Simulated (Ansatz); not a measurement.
Runs of Ansatz 0.2.0 on HfN. It takes space group F-43m (No. 216, cubic). Conventional cell: a = 4.910 Å, b = 4.910 Å, c = 4.910 Å, α = 90.00°, β = 90.00°, γ = 90.00°. Hf (site symmetry -43m) is surrounded by 4 N at 2.13 Å. N (site symmetry -43m) has 4 Hf at 2.13 Å as nearest neighbours. The cell comes from a database or a generator and needn't be the stable form of this composition.

| task | level | cell | smearing | points for each segment of the path | gap on the mesh (eV) | pressure (GPa) |
| --- | --- | --- | --- | --- | --- | --- |
| single point | PBE | as given | gaussian 0.02 eV | - | none | (a) |
| band structure | RPBE+D3(BJ) | as given | gaussian 0.05 eV | 14 | none | -19.3 |
| single point | PBE | as given | gaussian 0.1 eV | - | none | 0.7 |
| single point | PBE | as given | gaussian 0.05 eV | - | none | 0.7 |
| single point | PBE | another cell of the same crystal, with 2 atoms | gaussian 0.1 eV | - | none | 0.7 |

Alike in all rows: potentials or basis Ansatz PAW; no spin polarisation; k mesh 9 × 9 × 9; cutoff (eV) 420.

**Question.** Estimate the missing entries.

**Answer.** (a) 0.8.

Caveats: so large a pressure means that the cell lies far from this level's equilibrium, or that cutoff or potentials fall short (some runs); spin-orbit coupling is left out, which moves the levels of the heavy elements (some runs); pairwise dispersion overbinds metals, which lowers pressure and volume (some runs); the PAW data sets come from PBE, with cores solved anew for the run's functional, which leaves a small shift of forces and pressure (some runs).

A k mesh can miss the band edges, and the runs leave out spin-orbit coupling on Hf.

A gap of «none» marks a metal or a gap under the smearing width.
